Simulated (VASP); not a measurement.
# Mo (Im-3m) in VASP: further runs

One crystal, Mo, is run at these levels: revPBE, revPBE+D2; tasks: relaxation of cell and atoms.

Everything below comes from runs of VASP 6.6.1. Logs are shortened: lines on timing, memory, paths and dates and some standing lists are left out, and cuts for length are marked.

## 1. The crystal as given

It takes space group Im-3m (No. 229, cubic). The conventional cell has a = 3.168 Å, b = 3.168 Å, c = 3.168 Å, α = 90.00°, β = 90.00°, γ = 90.00°. Mo (site symmetry m-3m) is surrounded by 8 Mo at 2.74 Å.

## 2. Relaxation of cell and atoms, revPBE

Input file INCAR:

```
SYSTEM = Mo
  PREC = Accurate
  ENCUT = 600
  EDIFF = 1E-6
  ISMEAR = -1
  SIGMA = 0.05
  LREAL = .False.
  LASPH = .True.
  NELM = 80
  ALGO = Fast
  ISIF = 3
  LWAVE = .False.
  LCHARG = .False.
  GGA = RE
  IBRION = 2
  NSW = 60
  EDIFFG = -0.01
```

Input file KPOINTS:

```
Automatic mesh
0
Gamma
  12 12 12
  0 0 0
```

Input file POSCAR:

```
Mo
1.0
   -1.5838089719      1.5838089719      1.5838089719
    1.5838089719     -1.5838089719      1.5838089719
    1.5838089719      1.5838089719     -1.5838089719
Mo
1
Direct
    0.0000000000      0.0000000000      0.0000000000
```

Potentials or basis: VASP PAW PBE potentials, release 64 (Mo_sv).

On the command line:

```sh
cat potpaw_PBE.64/Mo_sv/POTCAR > POTCAR
mpirun -np 1 vasp_std > vasp.out
```

OUTCAR:

```text
SYSTEM = Mo
   PREC = Accurate
   ENCUT = 600
   EDIFF = 1E-6
   ISMEAR = -1
   LREAL = .False.
   LASPH = .True.
   NELM = 80
   ISIF = 3
   GGA = RE
   IBRION = 2
   NSW = 60
   EDIFFG = -0.01

 ion  position               nearest neighbor table
   1  0.000  0.000  0.000-

  LATTYP: Found a body centered cubic cell.
 ALAT       =     3.1676179438

  Lattice vectors:

 A1 = (  -1.5838089719,   1.5838089719,   1.5838089719)
 A2 = (   1.5838089719,  -1.5838089719,   1.5838089719)
 A3 = (   1.5838089719,   1.5838089719,  -1.5838089719)

Analysis of symmetry for initial positions (statically):
=====================================================================
 Subroutine PRICEL returns:
 Original cell was already a primitive cell.

 Routine SETGRP: Setting up the symmetry group for a
 body centered cubic supercell.

 Subroutine GETGRP returns: Found 48 space group operations
 (whereof 48 operations were pure point group operations)
 out of a pool of 48 trial point group operations.

The static configuration has the point symmetry O_h .

Analysis of symmetry for dynamics (positions and initial velocities):
=====================================================================
 Subroutine PRICEL returns:
 Original cell was already a primitive cell.

 Routine SETGRP: Setting up the symmetry group for a
 body centered cubic supercell.

 Subroutine GETGRP returns: Found 48 space group operations
 (whereof 48 operations were pure point group operations)
 out of a pool of 48 trial point group operations.

The dynamic configuration has the point symmetry O_h .

 Subroutine INISYM returns: Found 48 space group operations
 (whereof 48 operations are pure point group operations),
 and found     1 'primitive' translations

----------------------------------------------------------------------------------------

                                     Primitive cell

  volume of cell :      15.8916

  direct lattice vectors                    reciprocal lattice vectors
    -1.583808972  1.583808972  1.583808972     0.000000000  0.315694638  0.315694638
     1.583808972 -1.583808972  1.583808972     0.315694638  0.000000000  0.315694638
     1.583808972  1.583808972 -1.583808972     0.315694638  0.315694638  0.000000000
[... 99 lines left out ...]
   IALGO  =     68    algorithm
   IMIX   =      4    mixing-type and parameters
     AMIX     =   0.40;   BMIX     =  1.00
     AMIX_MAG =   1.60;   BMIX_MAG =  1.00
  volume/ion in A,a.u.               =      15.89       107.24
  Fermi-wavevector in a.u.,A,eV,Ry     =   1.569380  2.965698 33.510508  2.462953
  Thomas-Fermi vector in A             =   2.671271
   LORBIT       =      0    0 simple, 1 ext, 2 COOP (PROOUT), +10 PAW based schemes
   GGA     = RE    functional components
   LHFCALC =     F    Hartree Fock is set to
   AEXX    =    0.0000 exact exchange contribution
   IVDW    =     0    specifies the selected vdW correction
   LEPSILON=     F    determine dielectric tensor
   LRPA    =     F    only Hartree local field effects (RPA)
 conjugate gradient relaxation of ions
 non-spin polarized calculation
 RMM-DIIS sequential band-by-band and
  energy-cutoff  :      600.00
  volume of cell :       15.89
 maximum number of plane-waves:       555
 NGX is ok and might be reduce to    24
   NGX = 11   NGY = 11   NGZ = 11

--------------------------------------- Ionic step        1  -------------------------------------------

 number of electron      14.0000002 magnetization

 Free energy of the ion-electron system (eV)
  ---------------------------------------------------
  ext. energy  EPLUGINS =         0.00000000
  ---------------------------------------------------
  free energy    TOTEN  =       -10.49921886 eV

  energy without entropy =      -10.49663911  energy(sigma->0) =      -10.49792899

------------------------ aborting loop because EDIFF is reached ----------------------------------------

  FORCE on cell =-STRESS in cart. coord.  units (eV):
  Direction    XX          YY          ZZ          XY          YZ          ZX
  --------------------------------------------------------------------------------------
  -------------------------------------------------------------------------------------
  Total        0.1014216      0.1014216      0.1014216      0.0000000     -0.0000000      0.0000000
  in kB       10.2252200     10.2252200     10.2252200      0.0000000     -0.0000000      0.0000000
  external PRESSURE =      10.2252200 kB  Pullay stress =       0.0000000 kB
[... 197 lines left out ...]
--------------------------------------- Ionic step        7  -------------------------------------------

 number of electron      14.0000002 magnetization

 Free energy of the ion-electron system (eV)
  ---------------------------------------------------
  ext. energy  EPLUGINS =         0.00000000
  ---------------------------------------------------
  free energy    TOTEN  =       -10.49940180 eV

  energy without entropy =      -10.49680111  energy(sigma->0) =      -10.49810146

 E-fermi :  12.2736     XC(G=0): -13.2262

 val. band max:       12.2597628924   @ k =   0.5000   0.5000   0.0833
 cond. band min:      12.3194134369   @ k =  -0.3333   0.3333   0.2500
 fundamental gap:      0.0596505446
 Fermi energy:        12.2736155097

 k-point     1 :       0.0000    0.0000    0.0000
  band No.  band energies     occupation
      1     -48.9725      2.00000
      2     -22.2862      2.00000
      3     -22.2862      2.00000
      4     -22.2862      2.00000
      5       5.1621      2.00000
      6      10.9923      2.00000
      7      10.9923      2.00000
      8      10.9923      2.00000
      9      13.9464      0.00000
     10      13.9464      0.00000
     11      27.1104      0.00000
[... 309 lines left out ...]
 k-point    24 :       0.4167    0.0833    0.0833
  band No.  band energies     occupation
      1     -48.7243      2.00000
      2     -23.5096      2.00000
      3     -22.7666      2.00000
      4     -22.3836      2.00000
      5       7.6812      2.00000
      6       9.0026      2.00000
      7      12.5943      0.00327
      8      14.1216      0.00000
      9      14.6043      0.00000
     10      18.5049      0.00000
     11      23.1142      0.00000

 [... further k-points ...]

------------------------ aborting loop because EDIFF is reached ----------------------------------------

  FORCE on cell =-STRESS in cart. coord.  units (eV):
  Direction    XX          YY          ZZ          XY          YZ          ZX
  --------------------------------------------------------------------------------------
  -------------------------------------------------------------------------------------
  Total       -0.0070997     -0.0070997     -0.0070997      0.0000000      0.0000000      0.0000000
  in kB       -0.7128527     -0.7128527     -0.7128527      0.0000000      0.0000000      0.0000000
  external PRESSURE =      -0.7128527 kB  Pullay stress =       0.0000000 kB
[... 16 lines left out ...]
  FREE ENERGIE OF THE ION-ELECTRON SYSTEM (eV)
  ---------------------------------------------------
  free  energy   TOTEN  =       -10.4994018026 eV

  energy  without entropy=      -10.4968011115  energy(sigma->0) =      -10.49810146

 reached required accuracy - stopping structural energy minimisation
```

OSZICAR:

```text
N       E                     dE             d eps       ncg     rms          rms(c)
DAV:   1     0.101132053768E+03    0.10113E+03   -0.89505E+03  1592   0.145E+03
DAV:   2    -0.952001845892E+01   -0.11065E+03   -0.10699E+03  1728   0.364E+02
DAV:   3    -0.111244357267E+02   -0.16044E+01   -0.15908E+01  1824   0.430E+01
DAV:   4    -0.111286935248E+02   -0.42578E-02   -0.42570E-02  1755   0.265E+00
[... 46 lines left out ...]
RMM:   3    -0.104994002864E+02    0.15988E-06   -0.20864E-06  1013   0.151E-02
   6 F= -.10499400E+02 E0= -.10498100E+02  d E =-.181424E-03
       N       E                     dE             d eps       ncg     rms          rms(c)
DAV:   1    -0.104994070881E+02   -0.66418E-05   -0.11377E-04  1587   0.152E-01    0.238E-02
RMM:   2    -0.104994020677E+02    0.50204E-05   -0.90340E-06  1561   0.329E-02    0.482E-03
RMM:   3    -0.104994018026E+02    0.26507E-06   -0.24204E-06  1059   0.163E-02
   7 F= -.10499402E+02 E0= -.10498101E+02  d E =-.182940E-03
```

CONTCAR:

```text
Mo
   1.00000000000000
    -1.5859784988557941    1.5859784988557941    1.5859784988557941
     1.5859784988557941   -1.5859784988557941    1.5859784988557941
     1.5859784988557941    1.5859784988557941   -1.5859784988557941
  Mo
     1
Direct
     0.0000000000000000    0.0000000000000000    0.0000000000000000

  0.00000000E+00  0.00000000E+00  0.00000000E+00
```

Wall time 18 s (1 thread of Intel Xeon 6975P-C (Granite Rapids), shared host); peak memory 0.15 GiB.

What came out:

- Free energy: -10.4994 eV
- Relaxed volume: 15.96 Å³/atom
- Relaxed cell: a = 2.747 Å, b = 2.747 Å, c = 2.747 Å, α = 109.47°, β = 109.47°, γ = 109.47°
- Space group after relaxing (to 0.05 Å): Im-3m (No. 229)
- Energy gained by relaxing: 0.2 meV/atom
- Ionic steps: 7
- Pressure after relaxing: -0.1 GPa
- Band gap on the k mesh: none (metal or under the smearing width)

Step by step:
```tsv
step	energy change (eV)	largest force (eV/Å)	pressure (GPa)	volume (Å³)
1	0.0000	0.0000	1.02	15.89
2	0.0013	0.0000	-2.77	16.13
3	-0.0002	0.0000	0.27	15.95
4	-0.0002	0.0000	-0.28	15.97
5	-0.0002	0.0000	-0.14	15.96
6	-0.0002	0.0000	-0.11	15.96
7	-0.0002	0.0000	-0.07	15.96
```

Final structure:
```cif
data_structure
_symmetry_space_group_name_H-M 'P 1'
_symmetry_Int_Tables_number 1
_cell_length_a 2.7470
_cell_length_b 2.7470
_cell_length_c 2.7470
_cell_angle_alpha 109.471
_cell_angle_beta 109.471
_cell_angle_gamma 109.471
_cell_volume 15.96
loop_
_atom_site_label
_atom_site_type_symbol
_atom_site_fract_x
_atom_site_fract_y
_atom_site_fract_z
_atom_site_occupancy
Mo1 Mo 0.00000 0.00000 0.00000 1
```

Levels at points of the mesh, in eV from the Fermi level:
```tsv
k point	band 3	band 4	band 5	band 6	band 7	band 8	band 9	band 10	band 11
(0.00, 0.00, 0.00)	-34.56	-34.56	-7.11	-1.28	-1.28	-1.28	1.67	1.67	14.84
(0.50, 0.00, 0.00)	-34.98	-34.57	-5.15	-3.26	1.59	1.69	2.30	4.63	11.38
(0.50, 0.50, 0.50)	-35.46	-35.46	-5.23	-5.23	3.90	3.90	3.90	8.96	8.96
```

Caveat: the PAW data sets were made with another functional, which shifts forces and pressure a little.

## 3. Relaxation of cell and atoms, revPBE+D2

Edit INCAR of step 2 so:

```diff
@@ -14,2 +14,3 @@
   GGA = RE
+  IVDW = 1
   IBRION = 2
```

KPOINTS is that of step 2.

POSCAR is that of step 2.

Potentials or basis: VASP PAW PBE potentials, release 64 (Mo_sv).

On the command line:

```sh
cat potpaw_PBE.64/Mo_sv/POTCAR > POTCAR
mpirun -np 1 vasp_std > vasp.out
```

It took 11 s on 1 thread of Intel Xeon 6975P-C (Granite Rapids), shared host; peak memory 0.15 GiB.

It converged, with:

```yaml
Free_energy: -11.5760 eV
Relaxed_volume: 15.82 Å³/atom
Relaxed_cell: a = 2.739 Å, b = 2.739 Å, c = 2.739 Å, α = 109.47°, β = 109.47°, γ = 109.47°
Space_group_after_relaxing_to_0.05_Å: Im-3m (No. 229)
Energy_gained_by_relaxing: 0.2 meV/atom
Ionic_steps: 3
Pressure_after_relaxing: 0.0 GPa
Band_gap_on_the_k_mesh: none (metal or under the smearing width)
Dispersion_energy_per_atom: -1.077 eV
```

Step by step:
```csv
step,energy change (eV),largest force (eV/Å),pressure (GPa),volume (Å³)
1,0.0000,0.0000,-0.89,15.89
2,0.0007,0.0000,2.34,15.69
3,-0.0002,0.0000,0.03,15.82
```

Final structure:
```
CELL_PARAMETERS angstrom
-1.58140 1.58140 1.58140
1.58140 -1.58140 1.58140
1.58140 1.58140 -1.58140
ATOMIC_POSITIONS crystal
Mo 0.00000 0.00000 0.00000
```

Levels at points of the mesh, in eV from the Fermi level:
| k point | band 5 | band 6 | band 7 | band 8 | band 9 | band 10 |
| --- | --- | --- | --- | --- | --- | --- |
| (0.00, 0.00, 0.00) | -7.14 | -1.30 | -1.30 | -1.30 | 1.69 | 1.69 |
| (0.50, 0.00, 0.00) | -5.20 | -3.30 | 1.62 | 1.71 | 2.33 | 4.69 |
| (0.50, 0.50, 0.50) | -5.30 | -5.30 | 3.95 | 3.95 | 3.95 | 9.03 |

Caveat: atom-pairwise D2, TS and ULG terms overbind metals; the PAW data sets were made with another functional, which shifts forces and pressure a little; pairwise dispersion overbinds metals, which lowers pressure and volume.

## 4. The reference run

An earlier run on the cell as given: functional PBE; potentials or basis VASP PAW PBE potentials, release 64 (Mo_sv); cutoff 520 eV; k mesh 12 × 12 × 12; occupations fermi-dirac, width 0.05 eV; no spin polarisation.

- Pressure: -1.4 GPa
- Band gap on the k mesh: none (metal or under the smearing width)

## 5. The runs side by side

| task | level | cell | cutoff (eV) | gap on the mesh (eV) | pressure (GPa) | relaxed volume (Å³/atom) |
| --- | --- | --- | --- | --- | --- | --- |
| relaxation of cell and atoms | revPBE | relaxed | 600 | none | -0.1 | 15.96 |
| relaxation of cell and atoms | revPBE+D2 | relaxed | 600 | none | 0.0 | 15.82 |
| single point | PBE | as given | 520 | none | -1.4 | - |

Alike in all rows: potentials or basis VASP PAW PBE potentials, release 64 (Mo_sv); no spin polarisation; k mesh 12 × 12 × 12; smearing fermi-dirac 0.05 eV.

Caveats: the PAW data sets were made with another functional, which shifts forces and pressure a little (some runs); atom-pairwise D2, TS and ULG terms overbind metals (some runs); pairwise dispersion overbinds metals, which lowers pressure and volume (some runs).

Total energies depend on the potentials used, so only differences within one code and one set of settings carry meaning.
